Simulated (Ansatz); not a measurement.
NbN: the change of pressure with volume per atom

All results are calculated (Ansatz 0.2.0). Periodic Kohn-Sham DFT of a crystal at fixed atoms; pressure and stress are positive in compression; the energy is the free energy less that of spherical unpolarised free atoms; site moments are those in the method's own spheres, positive along +z.

Cell of the first row (space group Fm-3m, No. 225):
```
NbN
1.0
      0.0000     2.1497     2.1497
      2.1497     0.0000     2.1497
      2.1497     2.1497     0.0000
Nb N
1 1
Direct
  0.50000 0.50000 0.50000
  0.00000 0.00000 0.00000
```

Settings of every row: method all-electron PAW; functional PBE; relativity scalar; k mesh 13x13x13; filling fermi-dirac; smearing width 0.08 eV; nucleus gaussian.

Atom start moment: 0 on all atoms.

```csv
row,volume per atom (Å³),pressure (GPa)
1,9.934,30.933
2,9.94,30.701
3,10.146,22.118
4,10.357,14.193
5,10.463,10.535
6,10.568,7.066
7,10.674,3.777
8,10.78,?
9,10.991,-5.107
10,11.202,-10.289
```

Question: what pressure should row 8 give?

Worked fit of pressure. Take u = (V_r/V)^(2/3) − 1 with V_r = 10.463 Å³ an atom, which is twice the finite (Eulerian) strain; such expansions in the strain, on which the Birch-Murnaghan equation of state is built, carry the rest volume and the bulk modulus. The shown rows have u = 0.03519, 0.03478, 0.02072, 0.00681, 0, -0.00663, -0.01322, -0.03229, -0.04448. Least squares give pressure = 10.5302 + 530.415 × u + 1409.66 × u² GPa; a straight line predicts inner rows, each left out in turn, worse (root mean square 0.96 against 0.02 GPa). The rows lie off it by -0.008, 0.018, -0.008, -0.015, 0.005, -0.010, 0.013, 0.020, -0.015 (root mean square 0.013 GPa). The pressure vanishes at u = -0.0210, or V = 10.8 Å³ an atom, and there the bulk modulus at fixed shape and fractions is B = −V dP/dV = (2/3)(1 + u) dP/du = 307 GPa. The withheld row has u = -0.0197, so the fit gives 10.5302 + 530.415 × (-0.0197) + 1409.66 × (-0.0197)² = 0.628 GPa.

The calculation gave 0.658 GPa. The fit lies 0.030 GPa (4.6 % of the value, 0.073 % of the column's range) below it; its largest miss of a shown row is 0.020 GPa.
